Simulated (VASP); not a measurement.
A run of VASP 6.6.1 is set up as follows.

INCAR

```
PREC     = Accurate       # precision mode
ENCUT    = 520            # plane-wave cutoff, eV
EDIFF    = 1E-7           # SCF threshold, eV
ISMEAR   = 0              # smearing method
SIGMA    = 0.012          # smearing width, eV
LREAL    = False          # projectors in reciprocal space
LASPH    = True           # aspherical terms in the spheres
NELM     = 60             # most SCF steps
ALGO     = Normal         # electronic algorithm
ISIF     = 2              # what is computed and relaxed
LWAVE    = False          # write WAVECAR
LCHARG   = False          # write CHGCAR
GGA      = PE             # functional
```

The input KPOINTS:

```
Automatic mesh
0
Gamma
  10 10 9
```

Contents of POSCAR:

```
WC
1.0
    2.9065000000      0.0000000000      0.0000000000
   -1.4532500000      2.5171028361      0.0000000000
    0.0000000000      0.0000000000      2.8366000000
W C
1 1
Direct
    0.0000000000      0.0000000000      0.0000000000
    0.6666666667      0.3333333333      0.5000000000
```

Potentials or basis: VASP PAW PBE potentials, release 64 (W_sv, C).

Run with:

```console
$ cat potpaw_PBE.64/W_sv/POTCAR potpaw_PBE.64/C/POTCAR > POTCAR
$ mpirun -np 1 vasp_std > vasp.out
```

**Question.** What does it give for the pressure?

**Answer.** 6.7 GPa.

**Question.** Estimate the band gap on the k mesh.

**Answer.** None (metal or under the smearing width).

Stress tensor (GPa, compression positive):
```
6.94 0.00 0.00
0.00 6.94 0.00
0.00 0.00 6.31
```

The run has no spin-orbit coupling, so splittings on W are missing.
